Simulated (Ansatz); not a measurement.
**Ge: a closer look at a trial structure**

Aim: for this structure of Ge, compute bands, density of states and charges.

Method: DFT PBE, scalar-relativistic, plane waves, PAW, in Ansatz 0.2.0.

1 further run of the same task is left out (set aside as unsound or not needed).

## 1. Starting point

The structure is tetragonal, space group I4_1/amd (No. 141). The conventional cell has a = 7.533 Å, b = 7.533 Å, c = 2.810 Å, α = 90.00°, β = 90.00°, γ = 90.00°. Ge (site symmetry 2/m) is surrounded by 6 Ge at 2.75 to 2.81 Å.

Coordinates:

```
CELL_PARAMETERS angstrom
-3.76668 3.76668 1.40486
3.76668 -3.76668 1.40486
3.76668 3.76668 -1.40486
ATOMIC_POSITIONS crystal
Ge 0.37500 0.62500 0.75000
Ge 0.87500 0.62500 0.25000
Ge 0.37500 0.12500 0.75000
Ge 0.37500 0.62500 0.25000
```

The cell was relaxed beforehand at this level, from a generated guess; it is a trial structure. At a tolerance of 0.05 Å it has space group I4_1/amd (No. 141); it has 19.93 Å³/atom, an uncorrected energy of +0.32 eV/atom over the standard state.

## 2. Electronic structure at the relaxed geometry

Contents of input.yaml:

```yaml
crystal:
  lattice:
    - [-3.7666802078, 3.7666802078, 1.4048647365]
    - [3.7666802078, -3.7666802078, 1.4048647365]
    - [3.7666802078, 3.7666802078, -1.4048647365]
  atoms:
    - { symbol: Ge, position: [0.375, 0.625, 0.75] }
    - { symbol: Ge, position: [0.875, 0.625, 0.25] }
    - { symbol: Ge, position: [0.375, 0.125, 0.75] }
    - { symbol: Ge, position: [0.375, 0.625, 0.25] }
basis:
  ecutwfc: 420
kpoints:
  mp_grid: { grid: [18, 18, 18] }
  band_path:
    path:
      - [[0.0, 0.0, 0.0], [0.0, 0.0, 0.5], [-0.5, 0.5, 0.5], [0.0, 0.0, 0.0], [0.28477695, 0.28477695, -0.28477695]]
      - [[-0.28477695, 0.71522305, 0.28477695], [-0.5, 0.5, 0.5]]
      - [[0.0, 0.0, 0.5], [0.25, 0.25, 0.25], [0.0, 0.5, 0.0], [0.0, 0.0, 0.0]]
    npoints: 14
hamiltonian:
  xc: pbe
scf:
  occupations: { method: gaussian, width: 0.1 }
  n_extra_bands: 10
output:
  forces: true
  stress: true
  eigenvalues: true
  populations: true
  dos: { projected: true, de: 0.02, nscf_kmesh: { grid: [22, 22, 22] } }
  bader: true
  write_density: true
  write_potential: true
  elf: true
  volumetric_format: npy
```

The run is started by

```console
ansatz run input.yaml --threads 1 --pin off --max-ram 2560MiB --backend cpu --events-out ev --progress --plain --runs-dir out
```

Standard output:

```text
Warning: RAYON_NUM_THREADS=1 ignored (pool sized by the plan → 1); use --threads N
scf.n_extra_bands = 10 over 28 filled bands (N_el = 56.0): the run solves 38 bands
Engine: ansatz 0.2.0, aarch64-unknown-linux-gnu
Pseudopotentials: kind: paw
Pseudopotential: Ge, paw, valence charge 14, recommended cutoff 420 eV (normal), Ge.paw.azcp
Functional definition: PBE
  parameter kappa = 0.804
  parameter beta = 0.06672455060314922
  exchange = pbe_x(kappa = kappa, mu = beta*pi^2/3)
  correlation = pbe_c(beta = beta)
Crystal: 4 atoms, lattice volume = 79.728 Å³
Basis set: ecut = 420 eV, 1549 PW (Γ), exchange–correlation on 80×80×80 points (8 copies of the dense FFT grid, shifted against one another)
Bands: 38, of which v1, the nominal top of the filled ones, is band 28 counted from 1 (27 counted from 0)
Symmetry: 16 space group operations
Space group: I41/amd (ITA 141), of the structure as read, at distance tolerance 4.3e-5 Å
k-points: 480 of 5832
Non-local potential: Ge, projectors of the file, l = 0: 2, l = 1: 2, l = 2: 3, l = 3: 1
PAW form: soft (Blöchl's): semilocal exchange-correlation on the pseudo side does not see the compensation charge
PAW one-centre angular grid: Ge, 590 points (default); XC on 64 Gauss nodes
Initial density: superposition of atomic densities (neutral atoms: chi_scale 0, normalization atom), corrected by the library's trained network
Initial wavefunctions: pseudopotential atomic-orbital guess
Functional: x = pbe(κ = 0.804, μ = 0.2195149727645171), c = pbe(β = 0.06672455060314922)
SCF iter   1: F=—  HF=-17178.652189 eV  |F-HF|=—  |Δ(HF+E_count)|=         —  Δρ=1.30e-3  dr2=1.46e-3  ethr=1.77e-3  ⟨swp⟩=6.0  Hψ=71473  notcnv=0  defer=267
preconditioner: auto → Kerker (q_TF=auto, 2.572 Å⁻¹)  [metal: Δε(μ)=0.002 eV  Ē_g=24.093 eV  σ=0.100 eV  W_gap=0.01  n_scr=20 (ndim 8)  ℏωp=31.1 eV  f_vac=0.000  D(μ)=2.09/eV (n_scr^D=8)]
SCF iter   2: F=—  HF=-17178.650929 eV  |F-HF|=—  |Δ(HF+E_count)|=   1.26e-3  Δρ=8.83e-4  dr2=7.38e-4  ethr=2.61e-6  ⟨swp⟩=2.2  Hψ=31992  notcnv=0  defer=317
SCF iter   3: F=—  HF=-17178.650980 eV  |F-HF|=—  |Δ(HF+E_count)|=   5.13e-5  Δρ=4.36e-4  dr2=1.47e-4  ethr=1.32e-6  ⟨swp⟩=2.0  Hψ=30072  notcnv=0  defer=317
SCF iter   4: F=—  HF=-17178.650875 eV  |F-HF|=—  |Δ(HF+E_count)|=   1.05e-4  Δρ=2.08e-4  dr2=1.90e-5  ethr=2.62e-7  ⟨swp⟩=2.0  Hψ=29969  notcnv=0  defer=317
SCF iter   5: F=—  HF=-17178.650811 eV  |F-HF|=—  |Δ(HF+E_count)|=   6.47e-5  Δρ=4.43e-5  dr2=2.10e-6  ethr=3.40e-8  ⟨swp⟩=2.0  Hψ=30088  notcnv=0  defer=317
SCF iter   6: F=—  HF=-17178.650811 eV  |F-HF|=—  |Δ(HF+E_count)|=   1.65e-7  Δρ=1.51e-5  dr2=1.24e-7  ethr=3.76e-9  ⟨swp⟩=2.0  Hψ=20512  notcnv=0  defer=317
SCF iter   7: F=-17178.650811 eV  HF=-17178.650811 eV  |F-HF|=6.26e-8  |Δ(HF+E_count)|=   1.57e-8  Δρ=8.58e-6  dr2=2.79e-8  ethr=1.79e-10  ⟨swp⟩=10.8  Hψ=99804  notcnv=0
SCF 1 converged in 7 iterations: F = -17178.650811 eV  dr2 = 2.79e-8
NSCF: frozen V_eff on 115 k-points
NSCF: frozen V_eff on 834 k-points
SCF converged after 7 iterations
Free energy (F): -17178.650811 eV
Harris-Foulkes:  -17178.650811 eV  (|F-HF|=6.26e-8)
Internal energy: -17178.640352 eV  (E = F + TS)
E sigma→0 (E₀):  -17178.645582 eV
Entropy (-TS):   -0.010459 eV (-2.615 meV/atom)
Fermi energy:    10.230542 eV
--- Per-component energies (eV) ---
  E_band       = -499.173674
  E_kinetic    = 440.353449
  E_local      = -8816.674886  (includes V_loc(G=0)·N_el)
  E_nonlocal   = 1662.535420
  E_hartree    = 3850.547126
  E_xc         = -301.611519
  E_vxc        = -257.145787  (∫ρ·V_xc dr)
  E_paw        = -8067.359598  (= ΣΔE_a)
  E_vpaw       = -1229.356534  (= ΣTr[D̂ρ^β])
  E_aug_tail   = 0.001303  (compensation charges beyond the density's cutoff)
  E_ewald      = -5946.431647
  E_smearing   = -0.010459  (= −TS)
  E_closure    = 0.000000  (closes the sum)
  Σ components = -17178.650811   (vs F -17178.650811, Δ=0.00e0)
--- Forces (eV/Å), atoms counted from 1 ---
  atom   1  Ge     0.00000000    -0.00000000    -0.00000000
  atom   2  Ge     0.00000000    -0.00000000    -0.00000000
  atom   3  Ge     0.00000000     0.00000000     0.00000000
  atom   4  Ge     0.00000000    -0.00000000     0.00000000
  max |Σ_I F_I| component: 1.60e-28 eV/Å
--- Stress (GPa, compression-positive) ---
        0.009924       0.000000       0.000000
        0.000000       0.009924       0.000000
        0.000000       0.000000      -0.010328
  P = ⅓ Tr σ = 0.0032 GPa (0.032 kbar)
--- Band table (eV; the first three rows and the last of 480) ---
  k-point 0: bands = ["-14.5752", "-14.5688", "-14.5612", "-14.5612", "-14.5303", "-14.5100", "-14.4768", "-14.4768", "-14.4393", "-14.4393", "-14.4342", "-14.4263", "-14.4076", "-14.4035", "-14.3943", "-14.3943", "-14.3813", "-14.3813", "-14.3667", "-14.2941", "-2.6146", "1.3061", "1.3061", "4.5568", "4.6587", "5.4621", "7.8423", "7.8423", "13.3960", "16.7167", "16.7167", "17.2266", "17.6409", "18.0855", "18.0855", "19.9652", "20.3913", "20.6119"]
  k-point 1: bands = ["-14.5743", "-14.5684", "-14.5612", "-14.5604", "-14.5302", "-14.5095", "-14.4769", "-14.4765", "-14.4397", "-14.4390", "-14.4342", "-14.4265", "-14.4077", "-14.4036", "-14.3945", "-14.3944", "-14.3822", "-14.3811", "-14.3671", "-14.2952", "-2.5989", "1.2164", "1.3215", "4.6034", "4.7498", "5.3407", "7.7932", "7.9964", "13.4757", "16.5371", "16.7244", "17.2185", "17.6337", "17.9580", "18.0841", "19.8153", "20.2687", "20.7884"]
  k-point 2: bands = ["-14.5721", "-14.5668", "-14.5613", "-14.5583", "-14.5300", "-14.5078", "-14.4770", "-14.4753", "-14.4409", "-14.4382", "-14.4341", "-14.4270", "-14.4082", "-14.4038", "-14.3952", "-14.3947", "-14.3849", "-14.3803", "-14.3682", "-14.2984", "-2.5518", "0.9802", "1.3679", "4.6636", "5.0431", "5.0698", "7.6541", "8.3917", "13.7064", "16.0048", "16.7471", "17.1932", "17.6132", "17.7717", "18.0818", "19.3216", "20.0860", "21.0137"]
  k-point 479: bands = ["-14.5372", "-14.5372", "-14.5337", "-14.5337", "-14.4554", "-14.4554", "-14.4545", "-14.4545", "-14.4498", "-14.4498", "-14.4482", "-14.4482", "-14.4121", "-14.4121", "-14.4102", "-14.4102", "-14.4058", "-14.4058", "-14.4042", "-14.4042", "-0.1191", "-0.1191", "-0.0843", "-0.0843", "10.6291", "10.6291", "10.6334", "10.6334", "11.5170", "11.5170", "11.6072", "11.6072", "16.5687", "16.5687", "18.3943", "18.3943", "22.3288", "22.3288"]
--- Löwdin populations: 4 sites ---
  site symbol       q [e]
     0     Ge     13.9713
     1     Ge     13.9713
     2     Ge     13.9713
     3     Ge     13.9713
  spilling = 0.002050 (of n_electrons = 56.000000)
--- Bader charges: 4 sites ---
  site symbol  charge [e]  shift [e]
     0     Ge      0.0000     0.0000
     1     Ge      0.0000     0.0000
     2     Ge      0.0000     0.0000
     3     Ge      0.0000     0.0000
  estimated error of the sums over rays = 9.3e-5 e
```

Wall time 3.4 min (1 thread of Arm Neoverse V1, shared host); peak memory 1.7 GiB.

Site by site:

```
atom  Löwdin electrons  Bader charge (e)  Bader volume (Å³)
 Ge1             13.97             +0.00               19.9
 Ge2             13.97             +0.00               19.9
 Ge3             13.97             +0.00               19.9
 Ge4             13.97             +0.00               19.9
```

bands.tsv at the labelled points (eV, zero at the Fermi level; the bands nearest the Fermi level):

```tsv
point	band 25	band 26	band 27	band 28	band 29	band 30	band 31	band 32
Γ	-5.57	-4.77	-2.39	-2.39	3.17	6.49	6.49	7.00
X	-4.43	-4.43	-0.35	-0.35	3.09	3.09	6.82	6.82
M	0.40	0.40	0.40	0.40	1.29	1.29	1.38	1.38
Γ	-5.57	-4.77	-2.39	-2.39	3.17	6.49	6.49	7.00
Z	-4.83	-2.21	-2.21	-0.24	0.38	1.46	2.13	2.13
Z0	-4.83	-2.21	-2.21	-0.24	0.38	1.46	2.13	2.13
M	0.40	0.40	0.40	0.40	1.29	1.29	1.38	1.38
X	-4.43	-4.43	-0.35	-0.35	3.09	3.09	6.82	6.82
P	-3.12	-3.12	-2.21	-2.21	0.17	0.17	0.21	0.21
N	-4.55	-3.72	-2.55	-2.21	0.04	0.74	1.86	2.01
Γ	-5.57	-4.77	-2.39	-2.39	3.17	6.49	6.49	7.00
```

Counts of states by energy window (eV from the Fermi level), total and by projection:

```
from  to  total  Ge 4s  Ge 4p
  -8  -7   1.24   0.84   0.39
  -7  -6   1.11   0.78   0.33
  -6  -5   0.79   0.43   0.36
  -5  -4   1.09   0.29   0.79
  -4  -3   1.60   0.20   1.39
  -3  -2   1.78   0.23   1.54
  -2  -1   1.91   0.28   1.60
  -1   0   1.82   0.28   1.50
   0   1   2.18   0.30   1.81
   1   2   1.96   0.26   1.63
   2   3   1.90   0.23   1.57
   3   4   1.81   0.20   1.42
   4   5   1.81   0.17   1.35
   5   6   2.02   0.13   1.37
```

A further 45 or so states lie below the table's range.

Axes a, b and c in the maps are those of this run's conventional cell (a, b, c = 7.533, 7.533, 2.810 Å).

Density in a lattice plane of the grid's cell (edges 7.53 and 2.81 Å, at 0.000 of the third edge), which holds Ge.

Values in e/Å³, 6 rows by 12 columns:
```
 0.07  0.09  0.18  0.26  0.18  0.08  0.06  0.08  0.18  0.26  0.18  0.09
 0.08  0.13  0.36  0.74  0.34  0.10  0.06  0.11  0.34  0.74  0.36  0.13
 0.10  0.19  1.23 12.91  1.21  0.16  0.07  0.16  1.21 12.91  1.23  0.19
 0.08  0.19  2.11 40.28  2.11  0.20  0.09  0.20  2.11 40.28  2.10  0.19
 0.07  0.13  0.62  3.03  0.64  0.16  0.09  0.16  0.64  3.02  0.62  0.13
 0.05  0.09  0.22  0.35  0.23  0.11  0.07  0.11  0.23  0.35  0.22  0.09
```
Columns run along the first of these edges and rows up along the second, over one cell in 12 and 6 even steps from the bottom left corner. Atoms in the plane (fractional): Ge at (0.75, 0.37), Ge at (0.25, 0.37).

ELF in the same plane.

Ten even steps from '0' (0.03) to '9' (0.47):
```
112579997521112579997521
124799998631113689999742
136987678852125887678963
237871016873137861017873
137850105873137850105873
137862027873237872026873
125887678963136987678852
113689999742124799998631
```
Columns run along the first of these edges and rows up along the second, over one cell in 24 and 8 even steps from the bottom left corner. Atoms in the plane (fractional): Ge at (0.75, 0.37), Ge at (0.25, 0.37).

Both are smooth fields of the valence electrons: close to the nuclei they are not physical.

Outside the cores ELF peaks at 0.56 on the Ge–Ge line, 1.4 Å from Ge.

## 3. Outcome

```
                 quantity                 value
                      gap          none (metal)
states at the Fermi level  2.06 per eV per cell
            Bader charges            Ge +0.00 e
```

It comes out metallic. Of the projected weight within 0.25 eV of the Fermi level, the largest part is Ge 4p (85 %).
